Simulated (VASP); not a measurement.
# LiH13O7 in VASP: further runs

One crystal, LiH13O7, is run at these levels: PBE+D3(BJ); tasks: single point, molecular dynamics.

Everything below comes from runs of VASP 6.6.1. Logs are shortened: lines on timing, memory, paths and dates and some standing lists are left out, and cuts for length are marked.

## Step 1: The crystal as given

The cell holds a amorphous, 21 atoms: a = 5.864 Å, b = 5.864 Å, c = 5.864 Å, α = 90.00°, β = 90.00°, γ = 90.00°.

The cell was built by a generator and needn't be a form met in nature.

## Step 2: Single point, PBE+D3(BJ)

INCAR reads:

```
ALGO     = Normal         # electronic algorithm
EDIFF    = 1E-6           # SCF threshold, eV
ENCUT    = 520            # plane-wave cutoff, eV
GGA      = PE             # functional
ISIF     = 2              # what is computed and relaxed
ISMEAR   = -1             # smearing method
IVDW     = 12             # dispersion correction
LASPH    = True           # aspherical terms in the spheres
LCHARG   = True           # write CHGCAR
LELF     = True           # ELF
LREAL    = Auto         
LVHAR    = True         
LWAVE    = False          # write WAVECAR
NBANDS   = 45             # bands
NELM     = 80             # most SCF steps
PREC     = Accurate       # precision mode
SIGMA    = 0.02           # smearing width, eV
```

KPOINTS reads:

```
k-points
0
Gamma
  1 1 1
```

POSCAR reads:

```
LiH13O7
1.0
    5.8635890000      0.0000000000      0.0000000000
    0.0000000000      5.8635890000      0.0000000000
    0.0000000000      0.0000000000      5.8635890000
O H Li
7 13 1
Direct
    0.2453616718      1.0849498490     -0.4444206441
    0.7770837963      0.0884952885      0.6081258424
    0.3559594644      0.5620277956      0.5855287606
    0.9516014850      0.3608199688      0.0818611264
    0.8497867091      0.8101693349      0.9181066408
    0.3957132739      0.8192252220      0.1647114080
    0.5169018497      0.2420872268     -0.0051504292
    0.2879635663      0.9962328533     -0.5639378886
    0.1162598538      1.0355261939     -0.3581424278
    0.5699751466      0.2799650521      0.8484735202
    0.6321384394      0.1426600671      0.6518874362
    0.3082071407      0.6144018621      0.4480361772
    0.4216871271      0.6759341420      0.6693340887
    0.9349563893      0.2332701013     -0.0216590897
    0.8912800675      0.4729014943     -0.0354219915
    0.8018638414      0.9066972463      0.7951785161
    0.9323470659      0.9033886925      1.0233152426
    0.4276391132      0.9303687554      0.0563647964
    0.5370772065      0.8264051249      0.2780379048
    0.5824078052      0.3516276465      0.1161063642
   -0.0208234240      0.3319298130      0.4289693565
```

Potentials or basis: VASP PAW PBE potentials, release 64 (O, H, Li_sv).

Launch:

```
$ cat potpaw_PBE.64/O/POTCAR potpaw_PBE.64/H/POTCAR potpaw_PBE.64/Li_sv/POTCAR > POTCAR
$ mpirun -np 1 vasp_gam > vasp.out
```

OUTCAR:

```text
EDIFF = 1E-6
   ENCUT = 520
   GGA = PE
   ISIF = 2
   ISMEAR = -1
   IVDW = 12
   LASPH = True
   LREAL = Auto
   NELM = 80
   PREC = Accurate
 IVDW          = 12

 ion  position               nearest neighbor table
   1  0.245  0.085  0.556-   8 0.91   9 0.96  21 2.25
   2  0.777  0.088  0.608-  11 0.94  21 2.13
   3  0.356  0.562  0.586-  12 0.91  13 0.91
   4  0.952  0.361  0.082-  14 0.97  15 1.01  21 2.05
   5  0.850  0.810  0.918-  17 0.96  16 0.96
   6  0.396  0.819  0.165-  18 0.93  19 1.06
   7  0.517  0.242  0.995-  10 0.94  20 1.03
   8  0.288  0.996  0.436-   1 0.91
   9  0.116  0.036  0.642-   1 0.96
  10  0.570  0.280  0.848-   7 0.94
  11  0.632  0.143  0.652-   2 0.94
  12  0.308  0.614  0.448-   3 0.91
  13  0.422  0.676  0.669-   3 0.91
  14  0.935  0.233  0.978-   4 0.97
  15  0.891  0.473  0.965-   4 1.01
  16  0.802  0.907  0.795-   5 0.96
  17  0.932  0.903  0.023-   5 0.96
  18  0.428  0.930  0.056-   6 0.93
  19  0.537  0.826  0.278-   6 1.06
  20  0.582  0.352  0.116-   7 1.03
  21  0.979  0.332  0.429-   4 2.05   2 2.13   1 2.25

  LATTYP: Found a simple cubic cell.
 ALAT       =     5.8635890000

  Lattice vectors:

 A1 = (   5.8635890000,   0.0000000000,   0.0000000000)
 A2 = (   0.0000000000,   5.8635890000,   0.0000000000)
 A3 = (   0.0000000000,   0.0000000000,   5.8635890000)

Analysis of symmetry for initial positions (statically):
=====================================================================
 Subroutine PRICEL returns:
 Original cell was already a primitive cell.

 Routine SETGRP: Setting up the symmetry group for a
 simple cubic supercell.

 Subroutine GETGRP returns: Found  1 space group operations
 (whereof  1 operations were pure point group operations)
 out of a pool of 48 trial point group operations.

The static configuration has the point symmetry C_1 .

Analysis of symmetry for dynamics (positions and initial velocities):
=====================================================================
 Subroutine PRICEL returns:
 Original cell was already a primitive cell.

 Routine SETGRP: Setting up the symmetry group for a
 simple cubic supercell.

 Subroutine GETGRP returns: Found  1 space group operations
 (whereof  1 operations were pure point group operations)
 out of a pool of 48 trial point group operations.

The dynamic configuration has the point symmetry C_1 .

 Subroutine INISYM returns: Found  1 space group operations
 (whereof  1 operations are pure point group operations),
 and found     1 'primitive' translations

----------------------------------------------------------------------------------------

                                     Primitive cell

  volume of cell :     201.6000

  direct lattice vectors                    reciprocal lattice vectors
     5.863589000  0.000000000  0.000000000     0.170544013  0.000000000  0.000000000
     0.000000000  5.863589000  0.000000000     0.000000000  0.170544013  0.000000000
     0.000000000  0.000000000  5.863589000     0.000000000  0.000000000  0.170544013

  length of vectors
     5.863589000  5.863589000  5.863589000     0.170544013  0.170544013  0.170544013

  position of ions in fractional coordinates (direct lattice)
     0.245361672  0.084949849  0.555579356
     0.777083796  0.088495288  0.608125842
     0.355959464  0.562027796  0.585528761
     0.951601485  0.360819969  0.081861126
     0.849786709  0.810169335  0.918106641
     0.395713274  0.819225222  0.164711408
[... 13 lines left out ...]
     0.582407805  0.351627646  0.116106364
     0.979176576  0.331929813  0.428969356

  ion indices of the primitive-cell ions
   primitive index   ion index
                 1           1
                 2           2
                 3           3
                 4           4
                 5           5
                 6           6
[... 13 lines left out ...]
                20          20
                21          21

----------------------------------------------------------------------------------------

 KPOINTS: k-points

Automatic generation of k-mesh.
 Grid dimensions read from file:
 generate k-points for:    1    1    1

 Generating k-lattice:

  Cartesian coordinates                     Fractional coordinates (reciprocal lattice)
     0.170544013  0.000000000  0.000000000     1.000000000  0.000000000  0.000000000
     0.000000000  0.170544013  0.000000000     0.000000000  1.000000000  0.000000000
     0.000000000  0.000000000  0.170544013     0.000000000  0.000000000  1.000000000

  Length of vectors
     0.170544013  0.170544013  0.170544013

  Shift w.r.t. Gamma in fractional coordinates (k-lattice)
     0.000000000  0.000000000  0.000000000

 Subroutine IBZKPT returns following result:
 ===========================================

 Found      1 irreducible k-points:

 Following reciprocal coordinates:
            Coordinates               Weight
  0.000000  0.000000  0.000000      1.000000
   k-points           NKPTS =      1   k-points in BZ     NKDIM =      1   number of bands    NBANDS=     45
   number of dos      NEDOS =    301   number of ions     NIONS =     21
   total plane-waves  NPLWV = 110592
   dimension x,y,z NGX =    48 NGY =   48 NGZ =   48
   dimension x,y,z NGXF=    96 NGYF=   96 NGZF=   96
   ions per type =               7  13   1
   NGX,Y,Z   is equivalent  to a cutoff of  13.61, 13.61, 13.61 a.u.
   NGXF,Y,Z  is equivalent  to a cutoff of  27.22, 27.22, 27.22 a.u.
 SYSTEM =  unknown system
   PREC   = accura    normal or accurate (medium, high low for compatibility)
   ISTART =      0    job   : 0-new  1-cont  2-samecut
   ICHARG =      2    charge: 1-file 2-atom 10-const
   ISPIN  =      1    spin polarized calculation?
   LNONCOLLINEAR =      F non collinear calculations
   LSORBIT =      F    spin-orbit coupling
   LASPH  =      T    aspherical Exc in radial PAW
   ENCUT  =  520.0 eV  38.22 Ry    6.18 a.u.  10.90 10.90 10.90*2*pi/ulx,y,z
   NELM   =     80;   NELMIN=  2; NELMDL= -5     # of ELM steps
   EDIFF  = 0.1E-05   stopping-criterion for ELM
   LREAL  =      T    real-space projection
   EDIFFG = 0.1E-04   stopping-criterion for IOM
   NSW    =      0    number of steps for IOM
   IBRION =     -1    ionic relax: 0-MD 1-quasi-New 2-CG
   NFREE  =      0    steps in history (QN), initial steepest desc. (CG)
   ISIF   =      2    stress and relaxation
   ISYM   =      2    0-nonsym 1-usesym 2-fastsym
   POTIM  = 0.5000    time-step for ionic-motion
   TEBEG  =    0.0;   TEEND  =   0.0 temperature during run
   PSTRESS=    0.0 pullay stress
   NELECT =      58.0000    total number of electrons
   NUPDOWN=      -1.0000    fix difference up-down
   EMIN   =  10.00;   EMAX   =-10.00  energy-range for DOS
   EFERMI =   0.00;   METHOD = LEGACY
   ISMEAR =    -1;   SIGMA  =   0.02  broadening in eV -4-tet -1-fermi 0-gaus
   EFERMI_NEDOS =   21; number of points for ismear=-14 and -15
   IALGO  =     38    algorithm
   IMIX   =      4    mixing-type and parameters
     AMIX     =   0.40;   BMIX     =  1.00
     AMIX_MAG =   1.60;   BMIX_MAG =  1.00
  volume/ion in A,a.u.               =       9.60        64.78
  Fermi-wavevector in a.u.,A,eV,Ry     =   1.080739  2.042300 15.891548  1.167996
  Thomas-Fermi vector in A             =   2.216737
   LORBIT       =      0    0 simple, 1 ext, 2 COOP (PROOUT), +10 PAW based schemes
   GGA     = PE    functional components
   LHFCALC =     F    Hartree Fock is set to
   AEXX    =    0.0000 exact exchange contribution
   IVDW    =    12    specifies the selected vdW correction
   LEPSILON=     F    determine dielectric tensor
   LRPA    =     F    only Hartree local field effects (RPA)
 non-spin polarized calculation
  energy-cutoff  :      520.00
  volume of cell :      201.60
 maximum number of plane-waves:      2725
 NGX is ok and might be reduce to    42
   NGX = 21   NGY = 21   NGZ = 21

 number of electron      58.0000004 magnetization

 Free energy of the ion-electron system (eV)
  ---------------------------------------------------
  ext. energy  EPLUGINS =         0.00000000
  ---------------------------------------------------
  free energy    TOTEN  =       -98.72875405 eV

  energy without entropy =      -98.72875405  energy(sigma->0) =      -98.72875405

 E-fermi :  -1.5639     XC(G=0):  -7.1493

 val. band max:       -2.1110277684   @ k =   0.0000   0.0000   0.0000
 cond. band min:       1.0716643973   @ k =   0.0000   0.0000   0.0000
 fundamental gap:      3.1826921657
 Fermi energy:        -1.5638572875

 k-point     1 :       0.0000    0.0000    0.0000
  band No.  band energies     occupation
      1     -46.7905      2.00000
      2     -22.5770      2.00000
      3     -22.2743      2.00000
      4     -21.9827      2.00000
      5     -21.5879      2.00000
      6     -21.2999      2.00000
[... 33 lines left out ...]
     40       7.8092      0.00000
     41       8.3730      0.00000
 [bands above 41 left out]

------------------------ aborting loop because EDIFF is reached ----------------------------------------

 Edisp (eV)   -0.89099

 E8    (eV) :    -0.2045

  FORCE on cell =-STRESS in cart. coord.  units (eV):
  Direction    XX          YY          ZZ          XY          YZ          ZX
  --------------------------------------------------------------------------------------
  -------------------------------------------------------------------------------------
  Total       3.27620     8.26688     4.69609    -0.66770    -1.57007    -3.42534
  in kB      26.03697    65.69940    37.32128    -5.30638   -12.47785   -27.22220
  external pressure =       43.02 kB  Pullay stress =        0.00 kB

 VOLUME and BASIS-vectors are now :
 -----------------------------------------------------------------------------
  energy-cutoff  :      520.00
  volume of cell :      201.60
      direct lattice vectors                 reciprocal lattice vectors
     5.863589000  0.000000000  0.000000000     0.170544013  0.000000000  0.000000000
     0.000000000  5.863589000  0.000000000     0.000000000  0.170544013  0.000000000
     0.000000000  0.000000000  5.863589000     0.000000000  0.000000000  0.170544013

 POSITION                                       TOTAL-FORCE (eV/Angst)
 -----------------------------------------------------------------------------------
      1.43870      0.49811      3.25769        -0.470546      3.510772      2.585957
      4.55650      0.51890      3.56580         1.507733      0.649286     -0.774428
      2.08720      3.29550      3.43330        -0.134145     -4.274705      1.763966
      5.57980      2.11570      0.48000        -0.332404      1.285568     -0.860479
      4.98280      4.75050      5.38340         0.388803     -2.801456      1.586724
      2.32030      4.80360      0.96580         1.354546     -2.197794      4.512340
[... 13 lines left out ...]
      3.41500      2.06180      0.68080        -0.808124     -1.471085     -2.117896
      5.74149      1.94630      2.51530        -0.058991     -0.931012      0.164214
 -----------------------------------------------------------------------------------
    total drift:                               -0.003861      0.005906     -0.008122

  FREE ENERGIE OF THE ION-ELECTRON SYSTEM (eV)
  ---------------------------------------------------
  free  energy   TOTEN  =       -99.6197406072 eV

  energy  without entropy=      -99.6197406072  energy(sigma->0) =      -99.61974061
```

Run time: 23 s. Hardware: 1 thread of Intel Xeon Platinum 8488C (Sapphire Rapids), shared host; peak memory 0.31 GiB.

What came out:

```yaml
Free_energy: -99.6197 eV
Largest_force: 5.199 eV/Å
Band_gap_on_the_k_mesh: 3.18 eV, direct
Dispersion_energy_per_atom: -0.042 eV
```

Forces on the atoms (eV/Å):
```
O   -0.471  3.511  2.586
O    1.508  0.649 -0.774
O   -0.134 -4.275  1.764
O   -0.332  1.286 -0.860
O    0.389 -2.801  1.587
O    1.355 -2.198  4.512
O   -0.632  0.438  3.488
H    0.520 -2.642 -3.134
H   -0.675 -0.865 -0.089
H    0.557  1.093 -1.086
H   -1.183  0.086 -0.407
H   -0.843  1.736 -3.603
H    1.170  2.649  1.735
H    0.160 -0.994  0.108
H    0.830  0.486  1.614
H   -0.455  1.751 -1.974
H    0.379  0.119  0.502
H    0.831  2.294 -1.735
H   -2.105  0.080 -2.281
H   -0.808 -1.471 -2.118
Li  -0.059 -0.931  0.164
```

Levels at points of the mesh, in eV from the valence-band top:
```
           k point  band 27  band 28  band 29  band 30  band 31  band 32
(0.00, 0.00, 0.00)    -0.92    -0.34     0.00     3.18     6.70     6.90
```

Caveat: the cutoff is under 1.25 times the usual one of these potentials, so pressure, stress and relaxed cells hold a basis-set (Pulay) error.

## Step 3: Molecular dynamics, PBE+D3(BJ)

INCAR reads:

```
PREC = Accurate
ENCUT = 520
EDIFF = 1E-5
ISMEAR = -1
SIGMA = 0.02
LREAL = Auto
LASPH = T
NELM = 100
ALGO = Fast
ISIF = 2
LWAVE = F
LCHARG = T
GGA = PE
IVDW = 12
IBRION = 0
NSW = 40
POTIM = 0.5
TEBEG = 1500.0
TEEND = 1500.0
ISYM = 0
NELMIN = 4
RANDOM_SEED = 991814 0 0
MDALGO = 2
SMASS = 0
```

KPOINTS reads:

```
regular mesh
0
Gamma
  1 1 1
```

POSCAR reads:

```
LiH13O7
1.0
    5.8635890000      0.0000000000      0.0000000000
    0.0000000000      5.8635890000      0.0000000000
    0.0000000000      0.0000000000      5.8635890000
O H Li
7 13 1
Direct
    0.1154221600      1.0523161800     -0.2101058100
    0.6774842900      0.1216498700      0.5518384400
    0.3520744000      0.7430278700      0.4828479200
    0.9476104100      0.3545187800      0.1821160000
    0.8803985700      0.6365369800      0.7117008200
    0.6281782000      0.8737185700      0.1699345700
    0.4818480100      0.2843166600     -0.0476955900
    0.3287197000      1.3274134100     -0.0949054100
   -0.0342966400      1.0734351100     -0.1518346700
    0.5999356200      0.1578310300      0.6921185900
    0.6695103800      0.0005825300      0.4498641300
    0.3079209500      0.8635617300      0.5949781000
    0.3933876800      0.6061605900      0.5672415300
    0.9304324700      0.5151733900      0.2377040600
    0.8025086000      0.3002527500      0.1868309400
    0.9471521200      0.7776281900      0.7301871500
    0.9337081700      0.5251359600      0.8275348300
    0.5584892000      0.9867567000      0.0959107500
    0.4861124200      0.8019953000      0.2593875800
    0.5656984700      0.4290699200     -0.0096714300
   -0.0057850200      0.1059278800      0.5166271900
```

Potentials or basis: VASP PAW PBE potentials, release 64 (O, H, Li_sv).

Launch:

```
$ cat potpaw_PBE.64/O/POTCAR potpaw_PBE.64/H/POTCAR potpaw_PBE.64/Li_sv/POTCAR > POTCAR
$ mpirun -np 1 vasp_gam > vasp.out
```

Wall time 6.4 min (1 thread of Intel Xeon Platinum 8488C (Sapphire Rapids), shared host); peak memory 0.37 GiB.

Results (log left out):

* Dispersion energy per atom: -0.042 eV

Step by step:
| step | potential energy change (eV) | largest force (eV/Å) | pressure (GPa) | volume (Å³) | temperature (K) |
| --- | --- | --- | --- | --- | --- |
| 1 | 0.0000 | 6.3226 | 3.05 | 201.60 | 1501 |
| 2 | 0.0196 | 6.8564 | 2.97 | 201.60 | 1495 |
| 3 | -0.0269 | 6.0299 | 2.32 | 201.60 | 1512 |
| 4 | -0.1341 | 5.3853 | 1.17 | 201.60 | 1551 |
| 5 | -0.2284 | 6.3068 | -0.26 | 201.60 | 1583 |
| 6 | -0.2535 | 5.8802 | -1.71 | 201.60 | 1588 |
| 7 | -0.1856 | 4.3451 | -2.97 | 201.60 | 1554 |
| 8 | -0.0251 | 3.6167 | -3.90 | 201.60 | 1484 |
| 9 | 0.1950 | 4.9408 | -4.42 | 201.60 | 1393 |
| 10 | 0.4170 | 5.9553 | -4.59 | 201.60 | 1303 |
| 11 | 0.5830 | 6.5112 | -4.48 | 201.60 | 1239 |
| 12 | 0.6571 | 6.5107 | -4.15 | 201.60 | 1214 |
| 13 | 0.6347 | 5.9577 | -3.67 | 201.60 | 1232 |
| 14 | 0.5359 | 4.9598 | -3.05 | 201.60 | 1284 |
| 15 | 0.3914 | 4.1420 | -2.32 | 201.60 | 1360 |
| 16 | 0.2381 | 5.0514 | -1.49 | 201.60 | 1443 |
| 17 | 0.1288 | 5.5731 | -0.54 | 201.60 | 1510 |
| 18 | 0.1348 | 5.2708 | 0.46 | 201.60 | 1534 |
| 19 | 0.2951 | 6.5486 | 1.48 | 201.60 | 1500 |
| 20 | 0.5342 | 8.4611 | 2.30 | 201.60 | 1437 |
| 21 | 0.6806 | 8.5613 | 2.57 | 201.60 | 1409 |
| 22 | 0.6266 | 7.0192 | 2.11 | 201.60 | 1456 |
| 23 | 0.4086 | 8.3962 | 1.01 | 201.60 | 1568 |
| 24 | 0.1425 | 7.8092 | -0.43 | 201.60 | 1698 |
| 25 | -0.0252 | 5.5875 | -1.85 | 201.60 | 1786 |
| 26 | 0.0165 | 4.1657 | -2.91 | 201.60 | 1788 |
| 27 | 0.2664 | 4.5804 | -3.48 | 201.60 | 1704 |
| 28 | 0.6213 | 4.9123 | -3.64 | 201.60 | 1573 |
| 29 | 0.9487 | 5.2309 | -3.55 | 201.60 | 1449 |
| 30 | 1.1594 | 5.1807 | -3.37 | 201.60 | 1370 |
| 31 | 1.2351 | 5.2310 | -3.15 | 201.60 | 1344 |
| 32 | 1.1992 | 5.1343 | -2.87 | 201.60 | 1364 |
| 33 | 1.0796 | 4.8862 | -2.50 | 201.60 | 1420 |
| 34 | 0.8974 | 5.7649 | -2.05 | 201.60 | 1502 |
| 35 | 0.6879 | 6.2905 | -1.43 | 201.60 | 1594 |
| 36 | 0.5293 | 6.0096 | -0.64 | 201.60 | 1663 |
| 37 | 0.5303 | 4.9965 | 0.40 | 201.60 | 1667 |
| 38 | 0.7445 | 5.8314 | 1.58 | 201.60 | 1588 |
| 39 | 1.0772 | 6.7320 | 2.60 | 201.60 | 1463 |
| 40 | 1.3132 | 7.7845 | 2.99 | 201.60 | 1376 |

Caveat: the cutoff is under 1.25 times the usual one of these potentials, so pressure, stress and relaxed cells hold a basis-set (Pulay) error.
